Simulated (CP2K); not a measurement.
## MoS2 under changes of volume

One of the cells (17.750 Å³/atom); the others are scaled copies at fixed shape and fractional positions:

```
Mo S
1.0
     6.38318    0.00000    0.00000
     5.59554    3.07162    0.00000
     5.59554    1.43483    2.71591
Mo S
1 2
Direct
  0.00000 0.00000 0.00000
  0.25000 0.25000 0.25000
  0.75000 0.75000 0.75000
```

Measurements of this composition are mostly on another form, of space group No. 194.

| Item | Value |
| --- | --- |
| Program | CP2K 2026.2 |
| Functional | PBE |
| Potentials or basis | POTENTIAL_UZH Mo GTH-PBE-q14, S GTH-PBE-q6; TZVP-MOLOPT-PBE-GTH basis |
| Density cutoff | 6123 eV |
| k mesh | 10 × 10 × 10 |
| Occupations | fermi-dirac, width 0.05 eV |
| Spin | no spin polarisation |

| volume (Å³/atom) | energy over the lowest point (meV/atom) | pressure (GPa) | largest force (eV/Å) |
| --- | --- | --- | --- |
| 16.685 | ? | ? | ? |
| 17.040 | 89.42 | 17.0 | 1.968 |
| 17.395 | 56.18 | 13.0 | 1.554 |
| 17.750 | 31.40 | 9.4 | 1.171 |
| 18.105 | 14.26 | 6.1 | 0.815 |
| 18.460 | 4.02 | 3.2 | 0.484 |
| 18.815 | 0.00 | 0.5 | 0.178 |

Q: What does the run at 16.685 Å³/atom give?

A: Energy over the lowest point 132.03 meV/atom; pressure 21.5 GPa; largest force 2.414 eV/Å.

Worked out: A Birch-Murnaghan fit of order 3 (a polynomial in V^(-2/3)) to the other rows has its minimum at 18.89 Å³/atom, just outside them, with B0 = V·E''(V) = 132 GPa and B' = 4.4 at fixed shape and positions, which overstates the stiffness. It gives 132.06 meV/atom at 16.685 Å³/atom, against the run's 132.03, and -dE/dV = 21.5 GPa, against 21.5.

Energies are extrapolated to zero smearing.

Caveats: the cell's inner coordinates are idealised or old, which leaves forces on the atoms; the basis of atomic orbitals isn't converged, which shifts pressures, moduli and gaps.
